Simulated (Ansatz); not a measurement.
The elements of this relaxed trial crystal are hidden behind letters.

```
lattice vectors (Å)
   2.9972   -4.8949    0.0000
   2.9972    4.8949    0.0000
   0.0000    0.0000    6.4192
fractional positions
X 0.5000 0.0000 0.8208
X 0.0000 0.5000 0.1792
Z 0.5000 0.5000 0.5000
Q 0.2009 0.7991 0.0000
Q 0.4388 0.2459 0.6471
Q 0.7541 0.5612 0.3529
Q 0.7991 0.2009 0.0000
Q 0.5612 0.7541 0.6471
Q 0.2459 0.4388 0.3529
```

Level of theory: DFT PBE, scalar-relativistic, plane waves, PAW in Ansatz 0.2.0. Plane waves to 420 eV, a 6×6×4 mesh through Γ for the 9-atom cell and 0.02 eV Gaussian smearing; no spin polarisation.

| Item | Value |
| --- | --- |
| Space group | C222 (No. 21) |
| Conventional cell | a = 5.994 Å, b = 9.790 Å, c = 6.419 Å |
| Volume per atom | 20.93 Å³ |
| Density | 4.24 g/cm³ |
| Energy over the elements | −3.077 eV/atom |
| Gap on the 6×6×4 mesh of the 9-atom cell | 4.61 eV |

Energies are uncorrected and count from the elements' standard states at the same level.

**Question.** X is a d-block element of period 6, Z is a p-block element of period 3 and Q is a p-block element of period 2. Which elements are they?

**Answer.** X = Hf, Z = Si, Q = O, so the formula is Hf2SiO6. Density times volume gives a mean mass of 4.24 × 20.93/1.6605 = 53.4 u per atom, and this set has 53.5 u. Hf is surrounded by 4 O at 1.95 Å; Si is surrounded by 4 O at 1.64 Å; O on a site of symmetry 2 is surrounded by 2 Hf at 1.95 Å; 1 more site not described. Other sets within the hints have nearly the same mass, so mass alone doesn't settle it; this one was computed.

Spin–orbit coupling, which can matter for Hf, is left out. Kohn–Sham gaps at this level usually fall short of measured ones. A structure relaxed within its symmetry needn't be a true minimum.
